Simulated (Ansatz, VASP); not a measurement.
C: VASP beside Ansatz

```
C
1.0
    -0.00002    3.34716    3.34717
     3.34718   -0.00002    3.34717
     3.34719    3.34716   -0.00002
C
10
Direct
  0.25000 0.25000 0.25000
  0.88242 0.88242 0.88242
  0.88242 0.88242 0.35274
  0.88242 0.35274 0.88242
  0.35274 0.88242 0.88242
  0.64726 0.11758 0.11758
  0.11758 0.11758 0.64726
  0.11758 0.64726 0.11758
  0.11758 0.11758 0.11758
  0.75000 0.75000 0.75000
```

Change from the starting cell: cell x1, atoms moved at random (sigma 0.05 Å) and cell strained at random (1.5 %), then relaxed without symmetry.

Alike in both runs: functional PBE; k mesh 4 × 4 × 4; occupations gaussian, width 0.1 eV; no spin polarisation.

Ansatz relaxed the structure, and its values are those at the end. VASP's run is a single point on that final structure, the one shown.

|  | VASP | Ansatz |
| --- | --- | --- |
| version | VASP 6.6.1 | Ansatz 0.2.0 |
| potentials or method | VASP PAW PBE potentials, release 64 (C) | scalar-relativistic, plane waves, PAW |
| plane-wave cutoff (eV) | 520 | 420 |
| valence electrons in the cell | 40 | 40 |

|  | VASP | Ansatz | Ansatz less VASP |
| --- | --- | --- | --- |
| gap on the k mesh at the Fermi level (eV) | 2.23 | 2.24 | +0.009 |
| least direct gap on the mesh (eV) | 3.47 | 3.48 | +0.009 |
| pressure (GPa) | 0.5 | 0.0 | -0.51 |
| rms of the force components (eV/Å) | 0.018 | 0.000 | -0.0181 |

The functional is the same, so the differences come from potentials, cutoffs and numerics.

A k mesh can miss the band edges.
